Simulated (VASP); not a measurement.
Here is a VASP 6.6.1 calculation.

INCAR

```
PREC = Accurate
ENCUT = 520
EDIFF = 1E-6
ISMEAR = -1
SIGMA = 0.02
LREAL = Auto
LASPH = T
NELM = 100
ALGO = Fast
ISIF = 2
LWAVE = F
LCHARG = T
GGA = PS
LELF = T
LVHAR = T
NBANDS = 55
```

KPOINTS

```
regular mesh
0
Gamma
  2 2 1
```

The input POSCAR:

```
HC18N
1.0
    7.3980000000      0.0000000000      0.0000000000
   -3.6990000000      6.4068560000      0.0000000000
    0.0000000000      0.0000000000     12.0000000000
C N H
18 1 1
Direct
    0.0121407956      0.0126300638      0.0789397500
    0.2351560854      0.1319661313      0.0999102500
    0.0142982328      0.3469714319      0.0725445000
    0.2396842307      0.4599269907      0.0717186667
    0.0101464800      0.6782902566      0.0714184167
    0.2327850112      0.7842937316      0.1023103333
    0.3540063303      0.0158742447      0.1068973333
    0.5744417884      0.1279387269      0.0760221667
    0.3514836383      0.3526398908      0.0740508333
    0.5705367376      0.4596179468      0.0711744167
    0.3504172781      0.6776785681      0.0773171667
    0.5701990363      0.7906862586      0.0726971667
    0.6815186920      0.0152385195      0.0720057500
    0.9032131222      0.1254584152      0.0729249167
    0.6811376320      0.3459703168      0.0706763333
    0.9032848299      0.4574404357      0.0691442500
    0.6803983492      0.6804338977      0.0685411667
    0.9040287650      0.7917493385      0.0710820000
    0.2955000637      0.0827043717      0.2072301667
    0.1984233662     -0.2347296396      0.1960330000
```

Potentials or basis: VASP PAW PBE potentials, release 64 (C, N, H).

Command:

```console
$ cat potpaw_PBE.64/C/POTCAR potpaw_PBE.64/N/POTCAR potpaw_PBE.64/H/POTCAR > POTCAR
$ mpirun -np 1 vasp_std > vasp.out
```

Q: Predict the largest force.

A: 0.334 eV/Å.

Q: What does it give for the band gap on the k mesh?

A: 0.44 eV, indirect (least direct gap 0.55 eV).

Forces in eV/Å, atoms in the order of the input:
```
C    0.001  0.025 -0.011
C   -0.084  0.065 -0.144
C    0.002  0.011 -0.021
C   -0.014  0.011 -0.069
C   -0.006  0.008  0.005
C    0.010 -0.011  0.083
C    0.053 -0.045  0.014
C   -0.027 -0.009  0.035
C   -0.004  0.007 -0.089
C    0.012  0.014 -0.031
C    0.001  0.016 -0.038
C    0.005  0.013 -0.009
C   -0.018  0.003  0.025
C   -0.005  0.017 -0.001
C   -0.016  0.005 -0.003
C   -0.005  0.002 -0.009
C    0.004  0.013 -0.005
C   -0.003  0.012  0.003
N   -0.090  0.115  0.195
H    0.181 -0.272  0.069
```

Caveat: the k mesh is coarse (spacing up to 0.49 Å⁻¹), so the values aren't converged; the PAW data sets were made with another functional, which shifts forces and pressure a little. As with any semilocal functional, this PBEsol gap is likely too small.
